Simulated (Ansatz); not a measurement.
## Li5Cl3: balancing the decomposition

These are results of Ansatz 0.2.0, DFT PBE, scalar-relativistic, plane waves, PAW, not measurements. All cells share a 420 eV cutoff and Γ-centred k meshes spaced at most about 0.3 Å⁻¹ (about 0.25 or finer for metals, 2π included). No spin polarisation.

Formation energies are uncorrected and refer to the elements' standard structures at the same level (Cl₂ as a molecule).

All energies are static (0 K, no zero-point motion). No dispersion correction is applied, so the spacing and binding between layers, chains or molecules are poorly described (Li5Cl3 P4/mmm).

A trial structure of Li5Cl3 (reached from: Ti3Pd5 type (P4/mmm); relaxed: space group P4/mmm (No. 123), a = 3.231 Å, c = 14.870 Å) has a formation energy of -1.124 eV/atom. At its composition the lowest mixture among the elements and 1 reference phase computed alike (others may be missing) consists of these:

```csv
phase,source,ΔE_f (eV/atom)
Li (solid),element,-0.004
LiCl (P6_3mc),Materials Project,-1.878
```

The lowest database cell of Li (-0.004) lies slightly below the reference, hence the non-zero entry.

Problem. Write the balanced decomposition and find its energy per atom, per formula unit and per mole of formula units.

Solution. Balancing Li and Cl gives Li5Cl3 → 2 Li + 3 LiCl. The left side holds 8 atoms, and the products take 2/8 (Li) and 6/8 (LiCl) of them. The mixture therefore lies at 2/8 × (-0.004) + 6/8 × (-1.878) = -1.410 eV/atom. The reaction energy is -1.410 − (-1.124) = -0.286 eV/atom. Times 8 atoms that is -2.288 eV per Li5Cl3, and times 96.485 it is -221 kJ per mole of Li5Cl3. Decomposition is downhill, so the trial structure is unstable against this mixture.
